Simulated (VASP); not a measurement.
# LiCl (Fm-3m) in VASP: settings compared

The runs below take LiCl through atomic charges, density of states, band structure, with r2SCAN-EpsX, PBE+D2, HSE06.

Everything below comes from runs of VASP 6.6.1. Logs are shortened: lines on timing, memory, paths and dates and some standing lists are left out, and cuts for length are marked.

## 1. Starting point

Symmetry: Fm-3m, No. 225, cubic system. Conventional cell: a = 5.130 Å, b = 5.130 Å, c = 5.130 Å, α = 90.00°, β = 90.00°, γ = 90.00°. Cl (site symmetry m-3m) has 6 Li at 2.56 Å as nearest neighbours. Li (site symmetry m-3m) is surrounded by 6 Cl at 2.56 Å.

## 2. Atomic charges, r2SCAN-EpsX

POSCAR reads:

```
LiCl
1.0
    0.0000000000      2.5647700000      2.5647700000
    2.5647700000      0.0000000000      2.5647700000
    2.5647700000      2.5647700000      0.0000000000
Cl Li
1 1
Cartesian
    2.5647700000      2.5647700000      2.5647700000
    0.0000000000      0.0000000000      0.0000000000
```

INCAR.step1 reads:

```
SYSTEM = LiCl
PREC = Accurate ; ENCUT = 520
EDIFF = 1E-8 ; ISMEAR = -1
SIGMA = 0.1 ; LREAL = .False.
LASPH = .True. ; NELM = 60
ALGO = Normal ; ISIF = 2
LWAVE = .False. ; GGA = PE
LEPSILON = .True.
```

KPOINTS.step1 reads:

```
Automatic mesh
0
G
  9 9 9
  0 0 0
```

INCAR.step2 reads:

```
SYSTEM = LiCl
PREC = Accurate ; ENCUT = 520
EDIFF = 1E-5 ; ISMEAR = -1
SIGMA = 0.1 ; LREAL = .False.
LASPH = .True. ; NELM = 60
ALGO = Normal ; ISIF = 2
LWAVE = .True. ; GGA = PE
```

KPOINTS.step2 reads:

```
Automatic mesh
0
Gamma
  5 5 5
  0 0 0
```

INCAR.step3 reads:

```
SYSTEM = LiCl
PREC = Accurate ; ENCUT = 520
EDIFF = 1E-6 ; ISMEAR = -1
SIGMA = 0.1 ; LREAL = .False.
LASPH = .True. ; NELM = 60
ALGO = Normal ; ISIF = 2
LWAVE = .False. ; LCHARG = .True.
METAGGA = R2SCAN ; LHFCALC = .True.
AEXX = 0.3367 ; LMIXTAU = .True.
PRECFOCK = Normal ; LORBIT = 11
LELF = .True. ; LVHAR = .True.
ISTART = 1
```

KPOINTS.step3 reads:

```
Automatic mesh
0
Gamma
  5 5 5
  0 0 0
```

Potentials or basis: VASP PAW PBE potentials, release 64 (Cl, Li_sv).

On the command line:

```console
> cat potpaw_PBE.64/Cl/POTCAR potpaw_PBE.64/Li_sv/POTCAR > POTCAR
> cp INCAR.step1 INCAR
> cp KPOINTS.step1 KPOINTS
> mpirun -np 1 vasp_std > vasp.out
> cp INCAR.step2 INCAR
> cp KPOINTS.step2 KPOINTS
> mpirun -np 1 vasp_std > vasp.out
> cp INCAR.step3 INCAR
> cp KPOINTS.step3 KPOINTS
> mpirun -np 1 vasp_std > vasp.out
```

OUTCAR:

```text
SYSTEM = LiCl
   PREC = Accurate
   ENCUT = 520
   EDIFF = 1E-6
   ISMEAR = -1
   LREAL = .False.
   LASPH = .True.
   NELM = 60
   ISIF = 2
   METAGGA = R2SCAN
   LHFCALC = .True.
   AEXX = 0.3367
   PRECFOCK = Normal
   LORBIT = 11
   ISTART = 1

 ion  position               nearest neighbor table
   1  0.500  0.500  0.500-   2 2.56   2 2.56   2 2.56   2 2.56   2 2.56   2 2.56
   2  0.000  0.000  0.000-   1 2.56   1 2.56   1 2.56   1 2.56   1 2.56   1 2.56

  LATTYP: Found a face centered cubic cell.
 ALAT       =     5.1295400000

  Lattice vectors:

 A1 = (   0.0000000000,   2.5647700000,   2.5647700000)
 A2 = (   2.5647700000,   0.0000000000,   2.5647700000)
 A3 = (   2.5647700000,   2.5647700000,   0.0000000000)

Analysis of symmetry for initial positions (statically):
=====================================================================
 Subroutine PRICEL returns:
 Original cell was already a primitive cell.

 Routine SETGRP: Setting up the symmetry group for a
 face centered cubic supercell.

 Subroutine GETGRP returns: Found 48 space group operations
 (whereof 48 operations were pure point group operations)
 out of a pool of 48 trial point group operations.

The static configuration has the point symmetry O_h .

Analysis of symmetry for dynamics (positions and initial velocities):
=====================================================================
 Subroutine PRICEL returns:
 Original cell was already a primitive cell.

 Routine SETGRP: Setting up the symmetry group for a
 face centered cubic supercell.

 Subroutine GETGRP returns: Found 48 space group operations
 (whereof 48 operations were pure point group operations)
 out of a pool of 48 trial point group operations.

The dynamic configuration has the point symmetry O_h .

 Subroutine INISYM returns: Found 48 space group operations
 (whereof 48 operations are pure point group operations),
 and found     1 'primitive' translations

----------------------------------------------------------------------------------------

                                     Primitive cell

  volume of cell :      33.7423

  direct lattice vectors                    reciprocal lattice vectors
     0.000000000  2.564770000  2.564770000    -0.194949255  0.194949255  0.194949255
     2.564770000  0.000000000  2.564770000     0.194949255 -0.194949255  0.194949255
     2.564770000  2.564770000  0.000000000     0.194949255  0.194949255 -0.194949255

  length of vectors
     3.627132518  3.627132518  3.627132518     0.337662014  0.337662014  0.337662014

  position of ions in fractional coordinates (direct lattice)
     0.500000000  0.500000000  0.500000000
     0.000000000  0.000000000  0.000000000

  ion indices of the primitive-cell ions
   primitive index   ion index
                 1           1
                 2           2

----------------------------------------------------------------------------------------

 KPOINTS: Automatic mesh

Automatic generation of k-mesh.
 Grid dimensions read from file:
 generate k-points for:    5    5    5

 Generating k-lattice:

  Cartesian coordinates                     Fractional coordinates (reciprocal lattice)
    -0.038989851  0.038989851  0.038989851     0.200000000  0.000000000  0.000000000
     0.038989851 -0.038989851  0.038989851     0.000000000  0.200000000  0.000000000
     0.038989851  0.038989851 -0.038989851     0.000000000  0.000000000  0.200000000

  Length of vectors
     0.067532403  0.067532403  0.067532403

  Shift w.r.t. Gamma in fractional coordinates (k-lattice)
     0.000000000  0.000000000  0.000000000

 Subroutine IBZKPT returns following result:
 ===========================================

 Found     10 irreducible k-points:

 Following reciprocal coordinates:
            Coordinates               Weight
  0.000000  0.000000  0.000000      1.000000
  0.200000  0.000000  0.000000      8.000000
  0.400000  0.000000  0.000000      8.000000
  0.200000  0.200000  0.000000      6.000000
  0.400000  0.200000  0.000000     24.000000
 -0.400000  0.200000  0.000000     24.000000
 -0.200000  0.200000  0.000000     12.000000
  0.400000  0.400000  0.000000      6.000000
 -0.400000  0.400000  0.000000     12.000000
 -0.400000  0.400000  0.200000     24.000000
   k-points           NKPTS =     10   k-points in BZ     NKDIM =    125   number of bands    NBANDS=      9
   number of dos      NEDOS =    301   number of ions     NIONS =      2
   total plane-waves  NPLWV =  21952
   dimension x,y,z NGX =    28 NGY =   28 NGZ =   28
   dimension x,y,z NGXF=    56 NGYF=   56 NGZF=   56
   ions per type =               1   1
   NGX,Y,Z   is equivalent  to a cutoff of  12.83, 12.83, 12.83 a.u.
   NGXF,Y,Z  is equivalent  to a cutoff of  25.67, 25.67, 25.67 a.u.
 SYSTEM =  LiCl
   PREC   = accura    normal or accurate (medium, high low for compatibility)
   ISTART =      1    job   : 0-new  1-cont  2-samecut
   ICHARG =      0    charge: 1-file 2-atom 10-const
   ISPIN  =      1    spin polarized calculation?
   LNONCOLLINEAR =      F non collinear calculations
   LSORBIT =      F    spin-orbit coupling
   LASPH  =      T    aspherical Exc in radial PAW
   ENCUT  =  520.0 eV  38.22 Ry    6.18 a.u.   6.74  6.74  6.74*2*pi/ulx,y,z
   NELM   =     60;   NELMIN=  2; NELMDL=  0     # of ELM steps
   EDIFF  = 0.1E-05   stopping-criterion for ELM
   LREAL  =      F    real-space projection
   EDIFFG = 0.1E-04   stopping-criterion for IOM
   NSW    =      0    number of steps for IOM
   IBRION =     -1    ionic relax: 0-MD 1-quasi-New 2-CG
   NFREE  =      0    steps in history (QN), initial steepest desc. (CG)
   ISIF   =      2    stress and relaxation
   ISYM   =      3    0-nonsym 1-usesym 2-fastsym
   POTIM  = 0.5000    time-step for ionic-motion
   TEBEG  =    0.0;   TEEND  =   0.0 temperature during run
   PSTRESS=    0.0 pullay stress
   NELECT =      10.0000    total number of electrons
   NUPDOWN=      -1.0000    fix difference up-down
   EMIN   =  10.00;   EMAX   =-10.00  energy-range for DOS
   EFERMI =   0.00;   METHOD = LEGACY
   ISMEAR =    -1;   SIGMA  =   0.10  broadening in eV -4-tet -1-fermi 0-gaus
   EFERMI_NEDOS =   21; number of points for ismear=-14 and -15
   IALGO  =     38    algorithm
   IMIX   =      1    mixing-type and parameters
     AMIX     =   0.40;   BMIX     =  1.00
     AMIX_MAG =   1.60;   BMIX_MAG =  1.00
  volume/ion in A,a.u.               =      16.87       113.85
  Fermi-wavevector in a.u.,A,eV,Ry     =   1.091482  2.062601 16.209056  1.191332
  Thomas-Fermi vector in A             =   2.227728
   LORBIT       =     11    0 simple, 1 ext, 2 COOP (PROOUT), +10 PAW based schemes
   METAGGA = R2SCAN    functional components
   LHFCALC =     T    Hartree Fock is set to
   PRECFOCK=normal    Normal, Fast or Accurate (Low or Medium for compatibility)
   ENCUT4O =  -1.0   cutoff for four orbital integrals eV
   NKREDX  =     1    reduce k-point grid by
   NKREDY  =     1    reduce k-point grid by
   NKREDZ  =     1    reduce k-point grid by
   AEXX    =    0.3367 exact exchange contribution
   HFSCREEN=    0.0000 screening length (either q_TF or 0.3 A-1)
   HFSCREENC=   0.0000 screening length for correlation (either q_TF or 0.3 A-1)
   ENCUTFOCK=  -1.0 apply spherical cutoff to Coloumb kernel
   IVDW    =     0    specifies the selected vdW correction
   LEPSILON=     F    determine dielectric tensor
   LRPA    =     F    only Hartree local field effects (RPA)
 non-spin polarized calculation
  energy-cutoff  :      520.00
  volume of cell :       33.74
 maximum number of plane-waves:       922
  NGX = 24; NGY = 24; NGZ = 24

 number of electron      10.0000005 magnetization

 Free energy of the ion-electron system (eV)
  ---------------------------------------------------
  ext. energy  EPLUGINS =         0.00000000
  ---------------------------------------------------
  free energy    TOTEN  =       -12.94435096 eV

  energy without entropy =      -12.94435096  energy(sigma->0) =      -12.94435096

 E-fermi :   0.6973     XC(G=0):  -6.4929

 val. band max:       -1.4458369910   @ k =   0.0000   0.0000   0.0000
 cond. band min:       8.1985909338   @ k =   0.0000   0.0000   0.0000
 fundamental gap:      9.6444279248
 Fermi energy:         0.6973123948

 k-point     1 :       0.0000    0.0000    0.0000
  band No.  band energies     occupation
      1     -49.5540      2.00000
      2     -16.8814      2.00000
      3      -1.4458      2.00000
      4      -1.4458      2.00000
      5      -1.4458      2.00000
      6       8.1986      0.00000
      7      13.9278      0.00000
      8      13.9278      0.00000
      9      13.9278      0.00000

 k-point     2 :       0.2000    0.0000    0.0000
  band No.  band energies     occupation
      1     -49.5530      2.00000
      2     -16.6723      2.00000
      3      -2.7174      2.00000
      4      -1.5576      2.00000
      5      -1.5576      2.00000
      6       9.0499      0.00000
      7      12.8475      0.00000
      8      13.3035      0.00000
      9      13.3037      0.00000

 k-point     3 :       0.4000    0.0000    0.0000
  band No.  band energies     occupation
      1     -49.5514      2.00000
      2     -16.2969      2.00000
      3      -4.3774      2.00000
      4      -1.7239      2.00000
      5      -1.7239      2.00000
      6       8.6605      0.00000
      7      11.7436      0.00000
      8      11.7439      0.00000
      9      14.8206      0.00000

 k-point     4 :       0.2000    0.2000    0.0000
  band No.  band energies     occupation
      1     -49.5527      2.00000
      2     -16.5971      2.00000
      3      -2.6188      2.00000
      4      -1.9144      2.00000
      5      -1.9144      2.00000
      6       9.9514      0.00000
      7      11.8684      0.00000
      8      12.3240      0.00000
      9      14.4754      0.00000

 k-point     5 :       0.4000    0.2000    0.0000
  band No.  band energies     occupation
      1     -49.5511      2.00000
      2     -16.2604      2.00000
      3      -3.9282      2.00000
      4      -2.3521      2.00000
      5      -2.1486      2.00000
      6      10.1640      0.00000
      7      11.4423      0.00000
      8      12.3779      0.00000
      9      13.5505      0.00000

 k-point     6 :      -0.4000    0.2000    0.0000
  band No.  band energies     occupation
      1     -49.5506      2.00000
      2     -16.1222      2.00000
      3      -4.3204      2.00000
      4      -2.8473      2.00000
      5      -1.9660      2.00000
      6       9.7597      0.00000
      7      11.6772      0.00000
      8      12.4002      0.00000
      9      14.1607      0.00000

 k-point     7 :      -0.2000    0.2000    0.0000
  band No.  band energies     occupation
      1     -49.5518      2.00000
      2     -16.3962      2.00000
      3      -3.4808      2.00000
      4      -2.5344      2.00000
      5      -1.5945      2.00000
      6       9.9726      0.00000
      7      12.0076      0.00000
      8      12.4241      0.00000
      9      13.0279      0.00000

 k-point     8 :       0.4000    0.4000    0.0000
  band No.  band energies     occupation
      1     -49.5501      2.00000
      2     -16.0555      2.00000
      3      -4.3985      2.00000
      4      -2.5848      2.00000
      5      -2.5848      2.00000
      6       9.9998      0.00000
      7      10.1558      0.00000
      8      13.9692      0.00000
      9      16.2193      0.00000

 k-point     9 :      -0.4000    0.4000    0.0000
  band No.  band energies     occupation
      1     -49.5498      2.00000
      2     -15.9656      2.00000
      3      -4.3957      2.00000
      4      -3.2399      2.00000
      5      -2.4872      2.00000
      6       9.9040      0.00000
      7      11.3218      0.00000
      8      14.0411      0.00000
      9      14.6630      0.00000

 k-point    10 :      -0.4000    0.4000    0.2000
  band No.  band energies     occupation
      1     -49.5501      2.00000
      2     -16.0274      2.00000
      3      -4.0599      2.00000
      4      -3.3784      2.00000
      5      -2.4188      2.00000
      6      11.2774      0.00000
      7      11.6601      0.00000
      8      11.7617      0.00000
      9      14.0423      0.00000

------------------------ aborting loop because EDIFF is reached ----------------------------------------

  FORCE on cell =-STRESS in cart. coord.  units (eV):
  Direction    XX          YY          ZZ          XY          YZ          ZX
  --------------------------------------------------------------------------------------
  -------------------------------------------------------------------------------------
  Total       -0.2447467     -0.2447467     -0.2447467      0.0000000      0.0000000      0.0000000
  in kB      -11.6212326    -11.6212326    -11.6212326      0.0000000      0.0000000      0.0000000
  external PRESSURE =     -11.6212326 kB  Pullay stress =       0.0000000 kB

 VOLUME and BASIS-vectors are now :
 -----------------------------------------------------------------------------
  energy-cutoff  :      520.00
  volume of cell :       33.74
      direct lattice vectors                 reciprocal lattice vectors
     0.000000000  2.564770000  2.564770000    -0.194949255  0.194949255  0.194949255
     2.564770000  0.000000000  2.564770000     0.194949255 -0.194949255  0.194949255
     2.564770000  2.564770000  0.000000000     0.194949255  0.194949255 -0.194949255

 POSITION                                       TOTAL-FORCE (eV/Angst)
 -----------------------------------------------------------------------------------
      2.56477      2.56477      2.56477        -0.000000     -0.000000      0.000000
      0.00000      0.00000      0.00000         0.000000      0.000000     -0.000000
 -----------------------------------------------------------------------------------
    total drift:                               -0.000000      0.000000     -0.000000

  FREE ENERGIE OF THE ION-ELECTRON SYSTEM (eV)
  ---------------------------------------------------
  free  energy   TOTEN  =       -12.9443509603 eV

  energy  without entropy=      -12.9443509601  energy(sigma->0) =      -12.94435096

 total charge

# of ion       s       p       d       tot
------------------------------------------
    1        1.585   3.630   0.000   5.215
    2        2.003   0.016   0.000   2.018
--------------------------------------------------
tot          3.588   3.646   0.000   7.233
```

It took 6.9 min on 1 thread of AMD EPYC 9R45 (Zen 5), shared host; peak memory 0.16 GiB.

What came out:

```yaml
Free_energy: -12.9444 eV
Band_gap_on_the_k_mesh: 9.64 eV, direct
Valence_electrons_inside_the_program's_atomic_spheres: Cl 5.21; Li 2.02
```

Caveat: the k mesh is coarse (spacing up to 0.42 Å⁻¹), so the values aren't converged, least of all with exact exchange; the cutoff is under 1.25 times the usual one of these potentials, so pressure, stress and relaxed cells hold a basis-set (Pulay) error; the PAW data sets were made with another functional, which shifts forces and pressure a little; an odd mesh through Γ misses points on the zone boundary, where band edges often lie.

(Part 1 of 2 ends here.)
